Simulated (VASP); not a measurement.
# CdTe (F-43m) in VASP: further runs

Aim: see how the results for CdTe move with the level of theory and the settings. Levels: BLYP, r2SCAN, revPBE. Tasks: single point, relaxation of cell and atoms.

Program: VASP 6.6.1. These are calculated values, not measurements. Logs are shortened: lines on timing, memory, paths and dates and some standing lists are left out, and cuts for length are marked.

**The experiment to reproduce.**

From a printed reference work, data compilation, for a bulk crystal of CdTe at 0 K: band gap 1.607 eV.

The runs below are set against these values where they give the same quantity.

**1. The cell of the first run**

Symmetry: F-43m, No. 216, cubic system. The conventional cell has a = 6.763 Å, b = 6.763 Å, c = 6.763 Å, α = 90.00°, β = 90.00°, γ = 90.00°. Within 3.9 Å of Te (site symmetry -43m) lie 4 Cd at 2.93 Å. Within 3.9 Å of Cd (site symmetry -43m) lie 4 Te at 2.93 Å.

**2. Single point, BLYP**

INCAR reads:

```
AGGAC    = 1.0          
AGGAX    = 1.0          
ALDAC    = 0.0          
ALDAX    = 1.0          
ALGO     = Normal         # electronic algorithm
EDIFF    = 1E-6           # SCF threshold, eV
ENCUT    = 520            # plane-wave cutoff, eV
GGA      = B5             # functional
ISIF     = 2              # what is computed and relaxed
ISMEAR   = -1             # smearing method
LASPH    = True           # aspherical terms in the spheres
LCHARG   = False          # write CHGCAR
LREAL    = False          # projectors in reciprocal space
LWAVE    = False          # write WAVECAR
NBANDS   = 16             # bands
NELM     = 60             # most SCF steps
PREC     = Accurate       # precision mode
SIGMA    = 0.05           # smearing width, eV
```

KPOINTS reads:

```
k-points
0
Gamma
  7 7 7
```

POSCAR reads:

```
CdTe
1.0
    0.0000000000      3.3816831280      3.3816831280
    3.3816831280      0.0000000000      3.3816831280
    3.3816831280      3.3816831280      0.0000000000
Te Cd
1 1
Direct
    0.7500000000      0.7500000000      0.7500000000
    0.0000000000      0.0000000000      0.0000000000
```

Potentials or basis: VASP PAW PBE potentials, release 64 (Te, Cd).

Run with:

```
$ cat potpaw_PBE.64/Te/POTCAR potpaw_PBE.64/Cd/POTCAR > POTCAR
$ mpirun -np 1 vasp_std > vasp.out
```

OUTCAR:

```text
EDIFF = 1E-6
   ENCUT = 520
   GGA = B5
   ISIF = 2
   ISMEAR = -1
   LASPH = True
   LREAL = False
   NELM = 60
   PREC = Accurate

 ion  position               nearest neighbor table
   1  0.750  0.750  0.750-   2 2.93   2 2.93   2 2.93   2 2.93
   2  0.000  0.000  0.000-   1 2.93   1 2.93   1 2.93   1 2.93

  LATTYP: Found a face centered cubic cell.
 ALAT       =     6.7633662560

  Lattice vectors:

 A1 = (   0.0000000000,   3.3816831280,   3.3816831280)
 A2 = (   3.3816831280,   0.0000000000,   3.3816831280)
 A3 = (   3.3816831280,   3.3816831280,   0.0000000000)

Analysis of symmetry for initial positions (statically):
=====================================================================
 Subroutine PRICEL returns:
 Original cell was already a primitive cell.

 Routine SETGRP: Setting up the symmetry group for a
 face centered cubic supercell.

 Subroutine GETGRP returns: Found 24 space group operations
 (whereof 24 operations were pure point group operations)
 out of a pool of 48 trial point group operations.

The static configuration has the point symmetry T_d .

Analysis of symmetry for dynamics (positions and initial velocities):
=====================================================================
 Subroutine PRICEL returns:
 Original cell was already a primitive cell.

 Routine SETGRP: Setting up the symmetry group for a
 face centered cubic supercell.

 Subroutine GETGRP returns: Found 24 space group operations
 (whereof 24 operations were pure point group operations)
 out of a pool of 48 trial point group operations.

The dynamic configuration has the point symmetry T_d .

 Subroutine INISYM returns: Found 24 space group operations
 (whereof 24 operations are pure point group operations),
 and found     1 'primitive' translations

----------------------------------------------------------------------------------------

                                     Primitive cell

  volume of cell :      77.3444

  direct lattice vectors                    reciprocal lattice vectors
     0.000000000  3.381683128  3.381683128    -0.147855367  0.147855367  0.147855367
     3.381683128  0.000000000  3.381683128     0.147855367 -0.147855367  0.147855367
     3.381683128  3.381683128  0.000000000     0.147855367  0.147855367 -0.147855367

  length of vectors
     4.782422143  4.782422143  4.782422143     0.256093008  0.256093008  0.256093008

  position of ions in fractional coordinates (direct lattice)
     0.750000000  0.750000000  0.750000000
     0.000000000  0.000000000  0.000000000

  ion indices of the primitive-cell ions
   primitive index   ion index
                 1           1
                 2           2

----------------------------------------------------------------------------------------

 KPOINTS: k-points

Automatic generation of k-mesh.
 Grid dimensions read from file:
 generate k-points for:    7    7    7

 Generating k-lattice:

  Cartesian coordinates                     Fractional coordinates (reciprocal lattice)
    -0.021122195  0.021122195  0.021122195     0.142857143  0.000000000  0.000000000
     0.021122195 -0.021122195  0.021122195     0.000000000  0.142857143  0.000000000
     0.021122195  0.021122195 -0.021122195     0.000000000  0.000000000  0.142857143

  Length of vectors
     0.036584715  0.036584715  0.036584715

  Shift w.r.t. Gamma in fractional coordinates (k-lattice)
     0.000000000  0.000000000  0.000000000

 Subroutine IBZKPT returns following result:
 ===========================================

 Found     20 irreducible k-points:

 Following reciprocal coordinates:
            Coordinates               Weight
  0.000000  0.000000  0.000000      1.000000
  0.142857  0.000000  0.000000      8.000000
  0.285714  0.000000  0.000000      8.000000
  0.428571  0.000000  0.000000      8.000000
  0.142857  0.142857  0.000000      6.000000
  0.285714  0.142857  0.000000     24.000000
[... 12 lines left out ...]
 -0.428571  0.428571  0.142857     24.000000
 -0.285714  0.428571  0.142857     24.000000
[... 51 lines left out ...]
      3      -6.2644      2.00000
      4      -6.1434      2.00000
      5      -6.1384      2.00000
      6      -5.8564      2.00000
[... 8 lines left out ...]
     15      11.0579      0.00000
     16      11.2627      0.00000

 k-point     9 :      -0.2857    0.1429    0.0000
  band No.  band energies     occupation
      1      -8.6388      2.00000
      2      -6.2778      2.00000
      3      -6.2721      2.00000
      4      -6.1464      2.00000
      5      -6.1422      2.00000
      6      -5.9991      2.00000
[... 8 lines left out ...]
     15      10.6579      0.00000
     16      11.7198      0.00000
[... 96 lines left out ...]
 k-point    15 :       0.4286    0.4286    0.0000
  band No.  band energies     occupation
      1      -8.5285      2.00000
      2      -6.2171      2.00000
      3      -6.2171      2.00000
      4      -6.1988      2.00000
      5      -6.1229      2.00000
      6      -5.8279      2.00000
[... 8 lines left out ...]
     15      12.1957      0.00000
     16      13.1857      0.00000

 k-point    16 :      -0.4286    0.4286    0.0000
  band No.  band energies     occupation
      1      -8.5128      2.00000
      2      -6.2262      2.00000
      3      -6.2167      2.00000
      4      -6.1863      2.00000
      5      -6.1259      2.00000
      6      -5.7679      2.00000
[... 8 lines left out ...]
     15      11.8975      0.00000
     16      12.7625      0.00000

 k-point    17 :       0.4286    0.2857    0.1429
  band No.  band energies     occupation
      1      -8.6222      2.00000
      2      -6.2660      2.00000
      3      -6.2586      2.00000
      4      -6.1660      2.00000
      5      -6.1340      2.00000
      6      -5.9875      2.00000
[... 8 lines left out ...]
     15      11.6642      0.00000
     16      12.0826      0.00000

 k-point    18 :      -0.4286    0.2857    0.1429
  band No.  band energies     occupation
      1      -8.5549      2.00000
      2      -6.2554      2.00000
      3      -6.2469      2.00000
      4      -6.1570      2.00000
      5      -6.1370      2.00000
      6      -5.8285      2.00000
[... 8 lines left out ...]
     15      11.3466      0.00000
     16      12.4107      0.00000

 k-point    19 :      -0.4286    0.4286    0.1429
  band No.  band energies     occupation
      1      -8.5258      2.00000
      2      -6.2340      2.00000
      3      -6.2289      2.00000
      4      -6.1761      2.00000
      5      -6.1301      2.00000
      6      -5.7884      2.00000
[... 8 lines left out ...]
     15      11.9761      0.00000
     16      12.6698      0.00000

 k-point    20 :      -0.2857    0.4286    0.1429
  band No.  band energies     occupation
      1      -8.5190      2.00000
      2      -6.2421      2.00000
      3      -6.2307      2.00000
      4      -6.1621      2.00000
      5      -6.1385      2.00000
      6      -5.7502      2.00000
[... 8 lines left out ...]
     15      11.5479      0.00000
     16      12.9919      0.00000

------------------------ aborting loop because EDIFF is reached ----------------------------------------

  FORCE on cell =-STRESS in cart. coord.  units (eV):
  Direction    XX          YY          ZZ          XY          YZ          ZX
  --------------------------------------------------------------------------------------
  -------------------------------------------------------------------------------------
  Total        0.0822821      0.0822821      0.0822821     -0.0000000      0.0000000     -0.0000000
  in kB        1.7044608      1.7044608      1.7044608     -0.0000000      0.0000000     -0.0000000
  external PRESSURE =       1.7044608 kB  Pullay stress =       0.0000000 kB

 VOLUME and BASIS-vectors are now :
 -----------------------------------------------------------------------------
  energy-cutoff  :      520.00
  volume of cell :       77.34
      direct lattice vectors                 reciprocal lattice vectors
     0.000000000  3.381683128  3.381683128    -0.147855367  0.147855367  0.147855367
     3.381683128  0.000000000  3.381683128     0.147855367 -0.147855367  0.147855367
     3.381683128  3.381683128  0.000000000     0.147855367  0.147855367 -0.147855367

 POSITION                                       TOTAL-FORCE (eV/Angst)
 -----------------------------------------------------------------------------------
      5.07252      5.07252      5.07252         0.000000      0.000000      0.000000
      0.00000      0.00000      0.00000        -0.000000     -0.000000     -0.000000
 -----------------------------------------------------------------------------------
    total drift:                               -0.000001     -0.000001     -0.000001

  FREE ENERGIE OF THE ION-ELECTRON SYSTEM (eV)
  ---------------------------------------------------
  free  energy   TOTEN  =        -3.8288982526 eV

  energy  without entropy=       -3.8286679493  energy(sigma->0) =       -3.82878310
```

Wall time 56 s (1 thread of AMD EPYC 7R43 (Zen 3), shared host); peak memory 0.17 GiB.

Results:

```
Free energy            : -3.8289 eV
Pressure               : 0.2 GPa
Band gap on the k mesh : 0.32 eV, direct
```

Levels at points of the mesh, in eV from the valence-band top:
```
           k point  band 7  band 8  band 9  band 10  band 11  band 12
(0.00, 0.00, 0.00)    0.00    0.00    0.00     0.32     4.67     4.67
```

Caveat: the PAW data sets were made with another functional, which shifts forces and pressure a little; spin-orbit coupling is left out, which moves the levels of the heavy elements.

**3. Single point, r2SCAN**

This run uses another cell than the first one, of 32.92 Å³/atom, 0.851 times its volume.

POSCAR reads:

```
CdTe
1.0
    0.0000000000      3.2050000000      3.2050000000
    3.2050000000      0.0000000000      3.2050000000
    3.2050000000      3.2050000000      0.0000000000
Te Cd
1 1
Direct
    0.7500000000      0.7500000000      0.7500000000
    0.0000000000      0.0000000000      0.0000000000
```

INCAR.step1 reads:

```
PREC     = Accurate       # precision mode
ENCUT    = 520            # plane-wave cutoff, eV
ISMEAR   = -1             # smearing method
SIGMA    = 0.05           # smearing width, eV
LREAL    = False          # projectors in reciprocal space
LASPH    = True           # aspherical terms in the spheres
NELM     = 100            # most SCF steps
NBANDS   = 16             # bands
GGA      = PE             # functional
ALGO     = Normal         # electronic algorithm
EDIFF    = 1E-4           # SCF threshold, eV
LWAVE    = True           # write WAVECAR
LCHARG   = False          # write CHGCAR
```

INCAR.step2 reads:

```
PREC     = Accurate       # precision mode
ENCUT    = 520            # plane-wave cutoff, eV
EDIFF    = 1E-6           # SCF threshold, eV
ISMEAR   = -1             # smearing method
SIGMA    = 0.05           # smearing width, eV
LREAL    = False          # projectors in reciprocal space
LASPH    = True           # aspherical terms in the spheres
NELM     = 100            # most SCF steps
ALGO     = Normal         # electronic algorithm
ISIF     = 2              # what is computed and relaxed
LWAVE    = False          # write WAVECAR
LCHARG   = True           # write CHGCAR
METAGGA  = R2SCAN         # meta-GGA
LMIXTAU  = True         
LELF     = True           # ELF
LVHAR    = True         
NBANDS   = 16             # bands
ISTART   = 1
```

KPOINTS reads:

```
Automatic mesh
0
Gamma
  7 7 7
```

Potentials or basis: VASP PAW PBE potentials, release 64 (Te, Cd).

Run with:

```
$ cat potpaw_PBE.64/Te/POTCAR potpaw_PBE.64/Cd/POTCAR > POTCAR
$ cp INCAR.step1 INCAR
$ mpirun -np 1 vasp_std > vasp.out
$ cp INCAR.step2 INCAR
$ mpirun -np 1 vasp_std > vasp.out
```

It took 2.3 min on 1 thread of AMD EPYC 7R43 (Zen 3), shared host; peak memory 0.19 GiB.

The run converged. Its results:

```yaml
Free_energy: -46.5966 eV
Pressure: 3.4 GPa
Band_gap_on_the_k_mesh: 1.38 eV, direct
```

Levels at points of the mesh, in eV from the valence-band top:
```
           k point  band 7  band 8  band 9  band 10  band 11  band 12
(0.00, 0.00, 0.00)    0.00    0.00    0.00     1.38     5.00     5.00
```

Caveat: the PAW data sets were made with another functional, which shifts forces and pressure a little; spin-orbit coupling is left out, which moves the levels of the heavy elements. r2SCAN opens gaps a little over a GGA but as a rule still falls short of measured ones.

**4. Relaxation of cell and atoms, revPBE**

This run uses another cell than the first one, of 32.92 Å³/atom, 0.851 times its volume.

INCAR reads:

```
PREC     = Accurate       # precision mode
ENCUT    = 600            # plane-wave cutoff, eV
EDIFF    = 1E-7           # SCF threshold, eV
ISMEAR   = -1             # smearing method
SIGMA    = 0.05           # smearing width, eV
LREAL    = False          # projectors in reciprocal space
LASPH    = True           # aspherical terms in the spheres
NELM     = 60             # most SCF steps
ALGO     = Normal         # electronic algorithm
ISIF     = 3              # what is computed and relaxed
LWAVE    = False          # write WAVECAR
LCHARG   = False          # write CHGCAR
GGA      = RE             # functional
IBRION   = 2              # ionic algorithm
NSW      = 60             # ionic steps
EDIFFG   = -0.01          # ionic threshold
```

KPOINTS reads:

```
regular mesh
0
Gamma
  7 7 7
```

POSCAR is that of step 3.

Run with:

```
$ cat potpaw_PBE.64/Te/POTCAR potpaw_PBE.64/Cd/POTCAR > POTCAR
$ mpirun -np 1 vasp_std > vasp.out
```

It took 93 s on 1 thread of AMD EPYC 7R43 (Zen 3), shared host; peak memory 0.19 GiB.

It converged, with:

```yaml
Free_energy: -4.2593 eV
Relaxed_volume: 37.50 Å³/atom
Relaxed_cell: a = 4.733 Å, b = 4.733 Å, c = 4.733 Å, α = 60.00°, β = 60.00°, γ = 60.00°
Space_group_after_relaxing_to_0.05_Å: F-43m (No. 216)
Energy_gained_by_relaxing: 71.2 meV/atom
Ionic_steps: 3
Pressure_after_relaxing: 0.0 GPa
Band_gap_on_the_k_mesh: 0.59 eV, direct
```

Step by step:
```csv
step,energy change (eV),largest force (eV/Å),pressure (GPa),volume (Å³)
1,0.0000,0.0000,5.62,65.84
2,-0.1353,0.0000,-0.91,77.47
3,-0.1424,0.0000,0.03,74.99
```

Final structure:
```xyz
2
Lattice="0.0000 3.3471 3.3471 3.3471 0.0000 3.3471 3.3471 3.3471 0.0000" Properties=species:S:1:pos:R:3 pbc="T T T"
Te    5.0206    5.0206    5.0206
Cd    0.0000    0.0000    0.0000
```

Levels at points of the mesh, in eV from the valence-band top:
```csv
k point,band 5,band 6,band 7,band 8,band 9,band 10,band 11,band 12,band 13
"(0.00, 0.00, 0.00)",-7.82,-7.82,0.00,0.00,0.00,0.59,4.70,4.70,4.70
```

Caveat: the PAW data sets were made with another functional, which shifts forces and pressure a little; spin-orbit coupling is left out, which moves the levels of the heavy elements; the volume moved by +14 % from the deposited cell, more than functionals usually miss. Zero-point motion and thermal expansion aren't in these numbers.

**5. Relaxation of cell and atoms, BLYP**

This run uses another cell than the first one, of 32.92 Å³/atom, 0.851 times its volume.

INCAR, as its differences from that of step 4:

```diff
@@ -12,3 +12,7 @@
 LCHARG   = False          # write CHGCAR
-GGA      = RE             # functional
+GGA      = B5             # functional
+ALDAX    = 1.0          
+AGGAX    = 1.0          
+AGGAC    = 1.0          
+ALDAC    = 0.0          
 IBRION   = 2              # ionic algorithm
```

KPOINTS reads:

```
Automatic mesh
0
Gamma
  7 7 7
```

POSCAR is that of step 4.

Run with:

```
$ cat potpaw_PBE.64/Te/POTCAR potpaw_PBE.64/Cd/POTCAR > POTCAR
$ mpirun -np 1 vasp_std > vasp.out
```

It took 3.7 min on 1 thread of AMD EPYC 7R43 (Zen 3), shared host; peak memory 0.18 GiB.

The run converged. Its results:

```
Free energy                            : -3.8269 eV
Relaxed volume                         : 38.88 Å³/atom
Relaxed cell                           : a = 4.791 Å, b = 4.791 Å, c = 4.791 Å, α = 60.00°, β = 60.00°, γ = 60.00°
Space group after relaxing (to 0.05 Å) : F-43m (No. 216)
Energy gained by relaxing              : 114.2 meV/atom
Ionic steps                            : 5
Pressure after relaxing                : 0.0 GPa
Band gap on the k mesh                 : 0.30 eV, direct
```

Step by step:
| step | energy change (eV) | largest force (eV/Å) | pressure (GPa) | volume (Å³) |
| --- | --- | --- | --- | --- |
| 1 | 0.0000 | 0.0000 | 7.22 | 65.84 |
| 2 | -0.2171 | 0.0000 | -1.07 | 81.02 |
| 3 | -0.2283 | 0.0000 | 0.05 | 77.62 |
| 4 | -0.2283 | 0.0000 | -0.04 | 77.87 |
| 5 | -0.2283 | 0.0000 | 0.00 | 77.76 |

Final structure:
```
CELL_PARAMETERS angstrom
0.00000 3.38777 3.38777
3.38777 0.00000 3.38777
3.38777 3.38777 0.00000
ATOMIC_POSITIONS crystal
Te 0.75000 0.75000 0.75000
Cd 0.00000 0.00000 0.00000
```

Levels at points of the mesh, in eV from the valence-band top:
```csv
k point,band 5,band 6,band 7,band 8,band 9,band 10,band 11,band 12,band 13
"(0.00, 0.00, 0.00)",-7.80,-7.80,0.00,0.00,0.00,0.30,4.67,4.67,4.67
```

Caveat: the volume moved by over 15 % at a fixed basis, so the end points are rough; the PAW data sets were made with another functional, which shifts forces and pressure a little; spin-orbit coupling is left out, which moves the levels of the heavy elements; the volume moved by +18 % from the deposited cell, more than functionals usually miss. BLYP gives volumes clearly too large for solids.

**6. Summary**

| task | level | cell | cutoff (eV) | gap on the mesh (eV) | pressure (GPa) | relaxed volume (Å³/atom) |
| --- | --- | --- | --- | --- | --- | --- |
| single point | BLYP | a = 4.782 Å, angles 60.0°, 2 atoms | 520 | 0.32 | 0.2 | - |
| single point | r2SCAN | a = 4.533 Å, angles 60.0°, 2 atoms | 520 | 1.38 | 3.4 | - |
| relaxation of cell and atoms | revPBE | relaxed from a = 4.533 Å, angles 60.0°, 2 atoms | 600 | 0.59 | 0.0 | 37.50 |
| relaxation of cell and atoms | BLYP | relaxed from a = 4.533 Å, angles 60.0°, 2 atoms | 600 | 0.30 | 0.0 | 38.88 |

Alike in all rows: potentials or basis VASP PAW PBE potentials, release 64 (Te, Cd); no spin polarisation; k mesh 7 × 7 × 7; smearing fermi-dirac 0.05 eV.

Caveats: the PAW data sets were made with another functional, which shifts forces and pressure a little; spin-orbit coupling is left out, which moves the levels of the heavy elements; the volume moved by +14 % from the deposited cell, more than functionals usually miss (some runs); the volume moved by over 15 % at a fixed basis, so the end points are rough (some runs); the volume moved by +18 % from the deposited cell, more than functionals usually miss (some runs).

Total energies depend on the potentials used, so only differences within one code and one set of settings carry meaning.

**7. Comparison with measurements**

Step 2. Against the measured gap of CdTe, 1.607 eV (0 K; a printed reference work, data compilation), the calculated 0.32 eV is off by -1.29 eV. So large a miss can be the level of theory's own, or it may mean another phase, state or a wrong row. Spin-orbit coupling on Cd, Te is left out. The value is that of BLYP, without temperature or zero-point motion. Semilocal functionals fall short of measured gaps as a rule.
